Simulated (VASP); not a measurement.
Mg3Sb2, 5 atoms in the cell. It takes space group P-3m1 (No. 164, trigonal). The conventional cell has a = 4.507 Å, b = 4.507 Å, c = 7.112 Å, α = 90.00°, β = 90.00°, γ = 120.00°. Mg (site symmetry 3m) has 4 Sb at 2.79 to 2.89 Å as nearest neighbours. Around Mg (site symmetry -3m) lie 6 Sb at 3.06 Å. Sb (site symmetry 3m) is surrounded by 7 Mg at 2.79 to 3.06 Å.  The cell isn't the ideal one: a relaxed cell with its volume scaled by 0.94.

- Program: VASP 6.6.1
- Task: relaxation of shape and atoms at fixed volume
- Functional: PBE
- Potentials or basis: VASP PAW PBE potentials, release 64 (Mg, Sb)
- Cutoff: 300 eV
- k mesh: 5 × 5 × 3
- Occupations: gaussian, width 0.03 eV
- Spin: no spin polarisation
- Further INCAR settings: ALGO = Fast; EDIFF = 1e-07; IBRION = 2; EDIFFG = -0.01; NSW = 40; ISIF = 4

Potentials or basis: VASP PAW PBE potentials, release 64 (Mg, Sb).

Launch:

```console
$ cat potpaw_PBE.64/Mg/POTCAR potpaw_PBE.64/Sb/POTCAR > POTCAR
$ mpirun -np 1 vasp_std > vasp.out
```

Hardware: 1 thread of Intel(R) Xeon(R) Platinum 8488C (Sapphire Rapids), on a shared host.

Problem. Estimate the wall time of this run.

Solution. Wall time 47 s on 1 thread of Intel(R) Xeon(R) Platinum 8488C (Sapphire Rapids) (shared host), peak memory 0.17 GiB. Counts: scf iterations 44, k points 12, ion steps 5.
